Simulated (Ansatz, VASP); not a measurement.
**One calculation of GaSb, two programs**

```
Ga Sb
1.0
     0.00000    3.05234    3.05234
     3.05234    0.00000    3.05234
     3.05234    3.05234    0.00000
Ga Sb
1 1
Direct
  0.00000 0.00000 0.00000
  0.25000 0.25000 0.25000
```

Alike in both runs: functional r2SCAN; dispersion D4; k mesh 6 × 6 × 6; occupations fermi-dirac, width 0.01 eV; no spin polarisation.

Ansatz relaxed the structure, and its values are those at the end. VASP's run is a single point on that final structure, the one shown.

```csv
,VASP,Ansatz
version,VASP 6.6.1,Ansatz 0.2.0
potentials or method,"VASP PAW PBE potentials, release 64 (Ga_d, Sb)","plane waves, PAW"
plane-wave cutoff (eV),520,500
valence electrons in the cell,18,28
```

```csv
,VASP,Ansatz,Ansatz less VASP
pressure (GPa),0.1,0.0,-0.10
dispersion energy (meV/atom),-142.8,-143.0,-0.20
```

The two sets of potentials don't hold the same shells in valence.

Caveats: the PAW data sets were made with another functional, which shifts forces and pressure a little (VASP).
